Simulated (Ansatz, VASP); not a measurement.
# One calculation of SiC, two programs

```
Si C
1.0
     3.22170    0.00000    0.00000
    -1.61085    2.79007    0.00000
     0.00000    0.00000    9.80710
Si C
4 4
Direct
  0.66667 0.33333 0.93783
  0.33333 0.66667 0.43783
  0.00000 0.00000 0.68790
  0.00000 0.00000 0.18790
  0.66667 0.33333 0.74982
  0.33333 0.66667 0.24982
  0.00000 0.00000 0.50045
  0.00000 0.00000 0.00045
```

Alike in both runs: task single point; functional PBEsol; k mesh 12 × 12 × 4; occupations gaussian, width 0.05 eV; no spin polarisation.

|  | VASP | Ansatz |
| --- | --- | --- |
| version | VASP 6.6.1 | Ansatz 0.2.0 |
| potentials or method | VASP PAW PBE potentials, release 64 (Si, C) | scalar-relativistic, plane waves, PAW |
| plane-wave cutoff (eV) | 520 | 520 |
| valence electrons in the cell | 32 | 32 |

VASP gave:

- gap on the k mesh at the Fermi level (eV): 1.71
- least direct gap on the mesh (eV): 2.78
- pressure (GPa): -10.9
- largest component of the traceless stress (GPa): 24.11
- rms of the force components (eV/Å): 0.425

Task: What did Ansatz give for the same quantities?

Result: gap on the k mesh at the Fermi level (eV): 1.72; least direct gap on the mesh (eV): 2.79; pressure (GPa): -11.2; largest component of the traceless stress (GPa): 23.93; rms of the force components (eV/Å): 0.420.

Atom by atom the forces differ by 0.006 eV/Å (rms over components). Ansatz warned: «pseudo_functional_mismatch».

Caveats: the PAW data sets were made with another functional, which shifts forces and pressure a little (VASP). A hybrid or GW would open this gap; PBEsol tends to underestimate it. A k mesh can miss the band edges.
